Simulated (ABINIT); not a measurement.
ZnS: band structure with LDA-PZ

**What was measured.**

From “Electronic, vibrational, and thermodynamic properties of ZnS (zincblende and rocksalt structure)”, 2009, arxiv:0911.5022, for a bulk crystal of ZnS at 19 K: band gap 3.85 eV (direct).

ZnS:

```
CELL_PARAMETERS angstrom
0.00000 2.70200 2.70200
2.70200 0.00000 2.70200
2.70200 2.70200 0.00000
ATOMIC_POSITIONS crystal
Zn 0.75000 0.75000 0.75000
S 0.00000 0.00000 0.00000
```

* Program: ABINIT 10.8.3 (patched build)
* Task: band structure
* Functional: LDA-PZ
* Potentials or basis: JTH PAW LDA v2.0
* Cutoff: 544 eV
* k mesh: 9 × 9 × 9
* Occupations: fermi-dirac, width 0.05 eV
* Spin: no spin polarisation
* Fine-grid cutoff: 1088.46 eV

```yaml
Band_gap_on_the_k_mesh: 1.84 eV, direct
Valence_electrons_inside_the_program's_atomic_spheres: Zn 10.81; S 3.59
```

Levels at the corners of the path, in eV from the valence-band top:
```csv
point,band 7,band 8,band 9,band 10,band 11,band 12
Γ,0.00,0.00,0.00,1.84,6.22,6.22
X,-4.67,-2.25,-2.25,3.18,3.88,10.69
W,-4.68,-2.81,-2.77,5.52,5.88,7.65
K,-4.72,-3.18,-1.83,3.92,5.79,9.14
Γ,0.00,0.00,0.00,1.84,6.22,6.22
L,-5.39,-0.88,-0.88,3.08,6.75,6.75
U,-4.72,-3.18,-1.83,3.92,5.79,9.14
W,-4.68,-2.81,-2.77,5.52,5.88,7.65
L,-5.39,-0.88,-0.88,3.08,6.75,6.75
K,-4.72,-3.18,-1.83,3.92,5.79,9.14
```

Run time: 53 s on 1 thread of Intel(R) Xeon(R) 6975P-C (Granite Rapids), with other jobs on the host, peak memory 0.11 GiB.

A measured gap of ZnS is 3.85 eV (direct; 19 K; quoted in “Electronic, vibrational, and thermodynamic properties of ZnS (zincblende and rocksalt structure)”, 2009, arxiv:0911.5022); the calculated 1.84 eV misses it by -2.01 eV. So large a miss can be the level of theory's own, or it may mean another phase, state or a wrong row. The value is that of LDA-PZ, without temperature or zero-point motion. Semilocal functionals fall short of measured gaps as a rule.
